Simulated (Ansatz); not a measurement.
# Al2Cu: the cost of one run

Method: DFT PBEsol, scalar-relativistic, plane waves, PAW, in Ansatz 0.2.0.

1 further run of the same task is left out (set aside as unsound or not needed). Runs told in other sessions of the task aren't counted.

### 1 The system as given

It takes space group Fm-3m (No. 225, cubic). Conventional cell: a = 5.726 Å, b = 5.726 Å, c = 5.726 Å, α = 90.00°, β = 90.00°, γ = 90.00°. Al (site symmetry -43m) has 4 Cu at 2.48 Å in its first shell of neighbours. Cu (site symmetry m-3m) is surrounded by 8 Al at 2.48 Å.

Coordinates:

```
CELL_PARAMETERS angstrom
-2.02461 2.02461 2.86316
2.02461 -2.02461 2.86316
2.02461 2.02461 -2.86316
ATOMIC_POSITIONS crystal
Al 0.75000 0.25000 0.50000
Al 0.25000 0.75000 0.50000
Cu 0.50000 0.50000 0.00000
```

It goes back to an entry of the Materials Project, which need not be the stable form.

This cell was relaxed beforehand with the same method: volume 15.65 Å³/atom, gap on the mesh none (metal).

### 2 Plan of the line

The energy is mapped over two normal modes frozen in (zone-centre modes of the cell shown).

First coordinate, amplitude of mode 4 (265 cm⁻¹), largest displacement: 9 values from −0.108 Å. Second coordinate, amplitude of mode 5 (265 cm⁻¹), largest displacement: 9 values from −0.108 Å.

Nothing else is relaxed (the cell and all other modes fixed). Energies count from the relaxed high-symmetry cell. Points are written as (first, second).

The modes come from a phonon run on the reference cell, made beforehand.

The patterns, per unit of each coordinate (Å):

```
atom      x1      y1     z1      x2      y2     z2
 Al1   0.707   0.707  0.000   0.707  -0.707  0.000
 Al2   0.707   0.707  0.000   0.707  -0.707  0.000
 Cu3  -0.600  -0.600  0.000  -0.600   0.600  0.000
```

### 3 Point (−0.108 Å, −0.108 Å)

The input, input.yaml:

```yaml
crystal:
  lattice:
    - [-2.0246107077, 2.0246107077, 2.863159453]
    - [2.0246107077, -2.0246107077, 2.863159453]
    - [2.0246107077, 2.0246107077, -2.863159453]
  atoms:
    - { symbol: Al, position: [0.75, 0.212280387, 0.462280387] }
    - { symbol: Al, position: [0.25, 0.712280387, 0.462280387] }
    - { symbol: Cu, position: [0.5, 0.5320313848, 0.0320313848] }
basis:
  ecutwfc: 520.0
kpoints:
  mp_grid: { grid: [14, 14, 14] }
hamiltonian:
  xc: pbesol
  pseudopotentials: { kind: paw, azcp: { folder: soft_1 } }
scf:
  occupations: { method: gaussian, width: 0.15 }
output:
  forces: true
  stress: true
  eigenvalues: true
```

On the command line:

```
ansatz run input.yaml --threads 2 --pin off --max-ram 4096MiB --backend cpu --events-out ev --progress --plain --runs-dir out
```

Q: Estimate wall time and peak memory on 2 threads of Arm Neoverse N1, shared host.

About 47 s, with a peak of 0.72 GiB.
